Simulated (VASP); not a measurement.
# Ni (Fm-3m) in VASP: further runs

Runs on Ni. Level: PBE. Tasks: relaxation of cell and atoms.

All numbers are computed with VASP 6.6.1; they aren't measurements. Logs are shortened: lines on timing, memory, paths and dates and some standing lists are left out, and cuts for length are marked.

## (1) Starting point

Symmetry: Fm-3m, No. 225, cubic system. Conventional cell: a = 3.524 Å, b = 3.524 Å, c = 3.524 Å, α = 90.00°, β = 90.00°, γ = 90.00°. Around Ni (site symmetry m-3m) lie 12 Ni at 2.49 Å.

## (2) Relaxation of cell and atoms, PBE, collinear spin, ferromagnetic start

INCAR

```
SYSTEM = Ni
PREC = Accurate
ENCUT = 350
EDIFF = 1E-7
ISMEAR = 0
SIGMA = 0.1
LREAL = .False.
LASPH = .True.
NELM = 100
ALGO = Normal
ISIF = 3
LWAVE = .False.
LCHARG = .False.
ISPIN = 2
MAGMOM = 0.8
LORBIT = 11
LMAXMIX = 4
GGA = PE
IBRION = 2
NSW = 80
EDIFFG = -0.002
```

KPOINTS

```
regular mesh
0
Gamma
  20 20 20
  0 0 0
```

POSCAR

```
Ni
1.0
    0.0000000000      1.7619350000      1.7619350000
    1.7619350000      0.0000000000      1.7619350000
    1.7619350000      1.7619350000      0.0000000000
Ni
1
Direct
    0.0000000000      0.0000000000      0.0000000000
```

Potentials or basis: VASP PAW PBE potentials, release 64 (Ni).

Command:

```console
$ cat potpaw_PBE.64/Ni/POTCAR > POTCAR
$ mpirun -np 1 vasp_std > vasp.out
```

OUTCAR:

```text
SYSTEM = Ni
   PREC = Accurate
   ENCUT = 350
   EDIFF = 1E-7
   ISMEAR = 0
   LREAL = .False.
   LASPH = .True.
   NELM = 100
   ISIF = 3
   ISPIN = 2
   LORBIT = 11
   GGA = PE
   IBRION = 2
   NSW = 80
   EDIFFG = -0.002

 ion  position               nearest neighbor table
   1  0.000  0.000  0.000-

  LATTYP: Found a face centered cubic cell.
 ALAT       =     3.5238700000

  Lattice vectors:

 A1 = (   0.0000000000,   1.7619350000,   1.7619350000)
 A2 = (   1.7619350000,   0.0000000000,   1.7619350000)
 A3 = (   1.7619350000,   1.7619350000,   0.0000000000)

Analysis of symmetry for initial positions (statically):
=====================================================================
 Subroutine PRICEL returns:
 Original cell was already a primitive cell.

 Routine SETGRP: Setting up the symmetry group for a
 face centered cubic supercell.

 Subroutine GETGRP returns: Found 48 space group operations
 (whereof 48 operations were pure point group operations)
 out of a pool of 48 trial point group operations.

The static configuration has the point symmetry O_h .

Analysis of symmetry for dynamics (positions and initial velocities):
=====================================================================
 Subroutine PRICEL returns:
 Original cell was already a primitive cell.

 Routine SETGRP: Setting up the symmetry group for a
 face centered cubic supercell.

 Subroutine GETGRP returns: Found 48 space group operations
 (whereof 48 operations were pure point group operations)
 out of a pool of 48 trial point group operations.

The dynamic configuration has the point symmetry O_h .

Analysis of structural, dynamic, and magnetic symmetry:
=====================================================================
 Subroutine PRICEL returns:
 Original cell was already a primitive cell.

 Routine SETGRP: Setting up the symmetry group for a
 face centered cubic supercell.

 Subroutine GETGRP returns: Found 48 space group operations
 (whereof 48 operations were pure point group operations)
 out of a pool of 48 trial point group operations.

The overall configuration has the point symmetry O_h .

 Subroutine INISYM returns: Found 48 space group operations
 (whereof 48 operations are pure point group operations),
 and found     1 'primitive' translations

----------------------------------------------------------------------------------------

                                     Primitive cell

  volume of cell :      10.9396

  direct lattice vectors                    reciprocal lattice vectors
     0.000000000  1.761935000  1.761935000    -0.283778914  0.283778914  0.283778914
     1.761935000  0.000000000  1.761935000     0.283778914 -0.283778914  0.283778914
     1.761935000  1.761935000  0.000000000     0.283778914  0.283778914 -0.283778914

  length of vectors
     2.491752373  2.491752373  2.491752373     0.491519496  0.491519496  0.491519496

  position of ions in fractional coordinates (direct lattice)
     0.000000000  0.000000000  0.000000000

  ion indices of the primitive-cell ions
   primitive index   ion index
                 1           1

----------------------------------------------------------------------------------------

 KPOINTS: regular mesh

Automatic generation of k-mesh.
 Grid dimensions read from file:
 generate k-points for:   20   20   20

 Generating k-lattice:

  Cartesian coordinates                     Fractional coordinates (reciprocal lattice)
    -0.014188946  0.014188946  0.014188946     0.050000000  0.000000000  0.000000000
     0.014188946 -0.014188946  0.014188946     0.000000000  0.050000000  0.000000000
     0.014188946  0.014188946 -0.014188946     0.000000000  0.000000000  0.050000000

  Length of vectors
     0.024575975  0.024575975  0.024575975

  Shift w.r.t. Gamma in fractional coordinates (k-lattice)
     0.000000000  0.000000000  0.000000000

 Subroutine IBZKPT returns following result:
 ===========================================

 Found    256 irreducible k-points:

 Following reciprocal coordinates:
            Coordinates               Weight
  0.000000  0.000000  0.000000      1.000000
  0.050000  0.000000  0.000000      8.000000
  0.100000  0.000000  0.000000      8.000000
  0.150000  0.000000  0.000000      8.000000
  0.200000  0.000000  0.000000      8.000000
  0.250000  0.000000  0.000000      8.000000
[... 16 lines left out ...]
 -0.400000  0.050000  0.000000     24.000000
 -0.350000  0.050000  0.000000     24.000000
 [... further k-points ...]
   k-points           NKPTS =    256   k-points in BZ     NKDIM =    256   number of bands    NBANDS=      9
   number of dos      NEDOS =    301   number of ions     NIONS =      1
   total plane-waves  NPLWV =   4096
   dimension x,y,z NGX =    16 NGY =   16 NGZ =   16
   dimension x,y,z NGXF=    32 NGYF=   32 NGZF=   32
   ions per type =               1
   NGX,Y,Z   is equivalent  to a cutoff of  10.67, 10.67, 10.67 a.u.
   NGXF,Y,Z  is equivalent  to a cutoff of  21.35, 21.35, 21.35 a.u.
 SYSTEM =  Ni
   PREC   = accura    normal or accurate (medium, high low for compatibility)
   ISTART =      0    job   : 0-new  1-cont  2-samecut
   ICHARG =      2    charge: 1-file 2-atom 10-const
   ISPIN  =      2    spin polarized calculation?
   LNONCOLLINEAR =      F non collinear calculations
   LSORBIT =      F    spin-orbit coupling
   LASPH  =      T    aspherical Exc in radial PAW
   ENCUT  =  350.0 eV  25.72 Ry    5.07 a.u.   3.80  3.80  3.80*2*pi/ulx,y,z
   NELM   =    100;   NELMIN=  2; NELMDL= -5     # of ELM steps
   EDIFF  = 0.1E-06   stopping-criterion for ELM
   LREAL  =      F    real-space projection
   EDIFFG = -.2E-02   stopping-criterion for IOM
   NSW    =     80    number of steps for IOM
   IBRION =      2    ionic relax: 0-MD 1-quasi-New 2-CG
   NFREE  =      1    steps in history (QN), initial steepest desc. (CG)
   ISIF   =      3    stress and relaxation
   ISYM   =      2    0-nonsym 1-usesym 2-fastsym
   POTIM  = 0.5000    time-step for ionic-motion
   TEBEG  =    0.0;   TEEND  =   0.0 temperature during run
   PSTRESS=    0.0 pullay stress
   NELECT =      10.0000    total number of electrons
   NUPDOWN=      -1.0000    fix difference up-down
   EMIN   =  10.00;   EMAX   =-10.00  energy-range for DOS
   EFERMI =   0.00;   METHOD = LEGACY
   ISMEAR =     0;   SIGMA  =   0.10  broadening in eV -4-tet -1-fermi 0-gaus
   EFERMI_NEDOS =   21; number of points for ismear=-14 and -15
   IALGO  =     38    algorithm
   IMIX   =      4    mixing-type and parameters
     AMIX     =   0.40;   BMIX     =  1.00
     AMIX_MAG =   1.60;   BMIX_MAG =  1.00
  volume/ion in A,a.u.               =      10.94        73.82
  Fermi-wavevector in a.u.,A,eV,Ry     =   1.588821  3.002436 34.345893  2.524352
  Thomas-Fermi vector in A             =   2.687765
   LORBIT       =     11    0 simple, 1 ext, 2 COOP (PROOUT), +10 PAW based schemes
   GGA     = PE    functional components
   LHFCALC =     F    Hartree Fock is set to
   AEXX    =    0.0000 exact exchange contribution
   IVDW    =     0    specifies the selected vdW correction
   LEPSILON=     F    determine dielectric tensor
   LRPA    =     F    only Hartree local field effects (RPA)
 conjugate gradient relaxation of ions
 spin polarized calculation
 Gauss-broadening in eV      SIGMA  =   0.10
  energy-cutoff  :      350.00
  volume of cell :       10.94
 maximum number of plane-waves:       170
   NGX =  7   NGY =  7   NGZ =  7

--------------------------------------- Ionic step        1  -------------------------------------------

 number of electron      10.0000005 magnetization       0.6299730

 Free energy of the ion-electron system (eV)
  ---------------------------------------------------
  ext. energy  EPLUGINS =         0.00000000
  ---------------------------------------------------
  free energy    TOTEN  =        -5.48097157 eV

  energy without entropy =       -5.47216421  energy(sigma->0) =       -5.47656789

------------------------ aborting loop because EDIFF is reached ----------------------------------------

  FORCE on cell =-STRESS in cart. coord.  units (eV):
  Direction    XX          YY          ZZ          XY          YZ          ZX
  --------------------------------------------------------------------------------------
  -------------------------------------------------------------------------------------
  Total       -0.0950235     -0.0950235     -0.0950235      0.0000000      0.0000000      0.0000000
  in kB      -13.9168811    -13.9168811    -13.9168811      0.0000000      0.0000000      0.0000000
  external PRESSURE =     -13.9168811 kB  Pullay stress =       0.0000000 kB
[... 55 lines left out ...]
  energy  without entropy=       -5.4723824768  energy(sigma->0) =       -5.47671722

--------------------------------------- Ionic step        3  -------------------------------------------

 number of electron      10.0000001 magnetization       0.6288228

 Free energy of the ion-electron system (eV)
  ---------------------------------------------------
  ext. energy  EPLUGINS =         0.00000000
  ---------------------------------------------------
  free energy    TOTEN  =        -5.48132749 eV

  energy without entropy =       -5.47259413  energy(sigma->0) =       -5.47696081

 E-fermi :   9.4142     XC(G=0): -13.2701

 val. band max:        9.4107752694   @ k =   0.3500   0.2500   0.0500
 cond. band min:       9.4142754228   @ k =  -0.4500   0.5000   0.0500
 fundamental gap:      0.0035001534
 Fermi energy:         9.4141750969

 spin component 1

 k-point     1 :       0.0000    0.0000    0.0000
  band No.  band energies     occupation
      1       0.3791      1.00000
      2       6.9678      1.00000
      3       6.9678      1.00000
      4       6.9678      1.00000
      5       8.1501      1.00000
      6       8.1501      1.00000
      7      33.1480      0.00000
      8      37.0208      0.00000
      9      37.0208      0.00000
[... 265 lines left out ...]
 k-point    24 :      -0.3500    0.0500    0.0000
  band No.  band energies     occupation
      1       4.2130      1.00000
      2       7.0558      1.00000
      3       7.1110      1.00000
      4       7.2279      1.00000
      5       8.4816      1.00000
      6       8.8317      1.00000
      7      18.5615      0.00000
      8      31.1154      0.00000
      9      33.4848      0.00000

 [... further k-points ...]

 spin component 2

 k-point     1 :       0.0000    0.0000    0.0000
  band No.  band energies     occupation
      1       0.3427      1.00000
      2       7.7260      1.00000
      3       7.7260      1.00000
      4       7.7260      1.00000
      5       8.7376      1.00000
      6       8.7376      1.00000
      7      32.9823      0.00000
      8      36.9998      0.00000
      9      36.9998      0.00000
[... 304 lines left out ...]
  FREE ENERGIE OF THE ION-ELECTRON SYSTEM (eV)
  ---------------------------------------------------
  free  energy   TOTEN  =        -5.4813274871 eV

  energy  without entropy=       -5.4725941281  energy(sigma->0) =       -5.47696081

 reached required accuracy - stopping structural energy minimisation

 total charge

# of ion       s       p       d       tot
------------------------------------------
    1        0.499   0.500   8.305   9.305

 magnetization (x)

# of ion       s       p       d       tot
------------------------------------------
    1       -0.007  -0.025   0.673   0.641
```

It took 42 s on 1 thread of AMD EPYC 9R14 (Zen 4), shared host; peak memory 0.11 GiB.

What came out:

```yaml
Free_energy: -5.4813 eV
Relaxed_volume: 10.86 Å³/atom
Relaxed_cell: a = 2.486 Å, b = 2.486 Å, c = 2.486 Å, α = 60.00°, β = 60.00°, γ = 60.00°
Space_group_after_relaxing_to_0.05_Å: Fm-3m (No. 225)
Energy_gained_by_relaxing: 0.4 meV/atom
Ionic_steps: 3
Pressure_after_relaxing: 0.0 GPa
Band_gap_on_the_k_mesh: none (metal or under the smearing width)
Net_moment: 0.63 μB per cell
Site_moments: Ni +0.64 μB
Valence_electrons_inside_the_program's_atomic_spheres: Ni 9.30
```

Step by step:
| step | energy change (eV) | largest force (eV/Å) | pressure (GPa) | volume (Å³) |
| --- | --- | --- | --- | --- |
| 1 | 0.0000 | 0.0000 | -1.39 | 10.94 |
| 2 | -0.0001 | 0.0000 | 1.29 | 10.79 |
| 3 | -0.0004 | 0.0000 | 0.02 | 10.86 |

Final structure:
```
Ni
1.0
     0.00000    1.75760    1.75760
     1.75760    0.00000    1.75760
     1.75760    1.75760    0.00000
Ni
1
Direct
  0.00000 0.00000 0.00000
```

Levels at points of the mesh, in eV from the Fermi level:
Spin up:
| k point | band 2 | band 3 | band 4 | band 5 | band 6 | band 7 | band 8 | band 9 |
| --- | --- | --- | --- | --- | --- | --- | --- | --- |
| (0.00, 0.00, 0.00) | -2.45 | -2.45 | -2.45 | -1.26 | -1.26 | 23.73 | 27.61 | 27.61 |
| (0.50, 0.00, 0.00) | -2.43 | -2.43 | -0.61 | -0.61 | -0.31 | 5.67 | 22.23 | 24.69 |
| (0.50, 0.50, 0.00) | -4.21 | -0.55 | -0.48 | -0.48 | 2.44 | 9.23 | 14.83 | 14.83 |
Spin down:
```
           k point  band 1  band 2  band 3  band 4  band 5  band 6  band 7  band 8  band 9
(0.00, 0.00, 0.00)   -9.07   -1.69   -1.69   -1.69   -0.68   -0.68   23.57   27.59   27.59
(0.50, 0.00, 0.00)   -4.42   -1.81   -1.81   -0.37    0.15    0.15    6.09   22.08   24.78
(0.50, 0.50, 0.00)   -4.32   -3.59    0.06    0.39    0.39    2.40    9.47   14.84   14.84
```

## (3) Relaxation of cell and atoms, PBE, collinear spin, ferromagnetic start

This run uses another cell than the first one, of 10.86 Å³/atom, 0.993 times its volume.

INCAR is that of step 2.

KPOINTS is that of step 2.

POSCAR

```
Ni                                      
1.0
    0.0000000000      1.7575967330      1.7575967330
    1.7575967330      0.0000000000      1.7575967330
    1.7575967330      1.7575967330      0.0000000000
  Ni            
     1
Direct
     0.0000000000000000    0.0000000000000000    0.0000000000000000
```

Potentials or basis: VASP PAW PBE potentials, release 64 (Ni).

Command:

```console
$ cat potpaw_PBE.64/Ni/POTCAR > POTCAR
$ mpirun -np 1 vasp_std > vasp.out
```

It took 36 s on 1 thread of AMD EPYC 9R14 (Zen 4), shared host; peak memory 0.11 GiB.

It converged, with:

```
Free energy                                           : -5.4811 eV
Relaxed volume                                        : 10.86 Å³/atom
Relaxed cell                                          : a = 2.486 Å, b = 2.486 Å, c = 2.486 Å, α = 60.00°, β = 60.00°, γ = 60.00°
Space group after relaxing (to 0.05 Å)                : Fm-3m (No. 225)
Energy gained by relaxing                             : 0.0 meV/atom
Ionic steps                                           : 3
Pressure after relaxing                               : 0.0 GPa
Band gap on the k mesh                                : none (metal or under the smearing width)
Net moment                                            : 0.63 μB per cell
Site moments                                          : Ni +0.64 μB
Valence electrons inside the program's atomic spheres : Ni 9.30
```

Final structure:
```cif
data_structure
_symmetry_space_group_name_H-M 'P 1'
_symmetry_Int_Tables_number 1
_cell_length_a 2.4857
_cell_length_b 2.4857
_cell_length_c 2.4857
_cell_angle_alpha 60.000
_cell_angle_beta 60.000
_cell_angle_gamma 60.000
_cell_volume 10.86
loop_
_atom_site_label
_atom_site_type_symbol
_atom_site_fract_x
_atom_site_fract_y
_atom_site_fract_z
_atom_site_occupancy
Ni1 Ni 0.00000 0.00000 0.00000 1
```

Levels at points of the mesh, in eV from the Fermi level:
Spin up:
```
           k point  band 1  band 2  band 3  band 4  band 5  band 6  band 7  band 8  band 9
(0.00, 0.00, 0.00)   -9.03   -2.45   -2.45   -2.45   -1.26   -1.26   23.73   27.60   27.60
(0.50, 0.00, 0.00)   -4.85   -2.43   -2.43   -0.61   -0.61   -0.31    5.66   22.22   24.69
(0.50, 0.50, 0.00)   -4.66   -4.21   -0.55   -0.48   -0.48    2.44    9.23   14.83   14.83
```
Spin down:
| k point | band 2 | band 3 | band 4 | band 5 | band 6 | band 7 | band 8 | band 9 |
| --- | --- | --- | --- | --- | --- | --- | --- | --- |
| (0.00, 0.00, 0.00) | -1.69 | -1.69 | -1.69 | -0.68 | -0.68 | 23.57 | 27.58 | 27.58 |
| (0.50, 0.00, 0.00) | -1.81 | -1.81 | -0.37 | 0.15 | 0.15 | 6.09 | 22.08 | 24.78 |
| (0.50, 0.50, 0.00) | -3.59 | 0.06 | 0.39 | 0.39 | 2.39 | 9.47 | 14.84 | 14.84 |
